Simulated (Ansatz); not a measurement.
## Si: the change of energy above lowest point with volume scale

Results calculated with Ansatz 0.2.0, not measured. Free energy against uniform scaling of the volume at fixed shape and fractions; periodic cell, basis, potentials, k mesh and filling as listed.

The cell before it is scaled or strained (space group P6_3/mmc, No. 194):
```
cell vectors (Å)
   3.8313     0.0000     0.0000
  -1.9157     3.3180     0.0000
   0.0000     0.0000     6.3326
atoms (fractions of the cell vectors)
Si  0.33333  0.66667  0.06301
Si  0.66667  0.33333  0.56301
Si  0.33333  0.66667  0.43699
Si  0.66667  0.33333  0.93699
```

Settings of every row: functional PBEsol; dispersion none; potentials PAW; wave cutoff 420 eV; density cutoff 1680 eV; k mesh 7x7x4; k shift 0x0x0; occupations fermi dirac; smearing width 0.1 eV; spin none.

Limits: coarse k mesh, up to 40 meV an atom off; the cell comes from a prototype or a list of computed structures and needn't be the stable phase.

```csv
row,volume scale,V (Å³/atom),energy above lowest point (meV/atom)
1,0.94,18.918,19.9
2,0.96,19.32,7.7
3,0.98,19.723,1.3
4,1,20.125,0
5,1.02,20.528,3.3
6,1.04,20.93,10.8
7,1.06,21.333,?
```

Question: what energy above lowest point should row 7 give?

Worked fit of energy above lowest point. Take u = (V_r/V)^(2/3) − 1 with V_r = 19.924 Å³ an atom, which is twice the finite (Eulerian) strain; such expansions in the strain, on which the Birch-Murnaghan equation of state is built, carry the rest volume and the bulk modulus. The shown rows have u = 0.03514, 0.02073, 0.00678, -0.00667, -0.01971, -0.03231. Least squares give energy above lowest point = 0.02 + 96.6 × u + 13325 × u² meV/atom; a straight line predicts inner rows, each left out in turn, worse (root mean square 5.8 against 0.045 meV/atom). All shown rows lie on it to the printed digit. Its lowest point lies at u = -0.0036, or V = 20.03 Å³ an atom, and the curvature there gives the bulk modulus at fixed shape and fractions, B = (4/9)(1 + u)² E″(u)/V = 94 GPa. Letting shape and atoms relax would as a rule lower it, by much in layered, chain or molecular crystals. The withheld row has u = -0.04453, so the fit gives 0.02 + 96.6 × (-0.04453) + 13325 × (-0.04453)² = 22.1 meV/atom.

The calculation gave 22 meV/atom. The fit lies 0.1 meV/atom (0.45 % of the column's range) above it, one unit of the last digit. This row lies beyond the range of the fit.
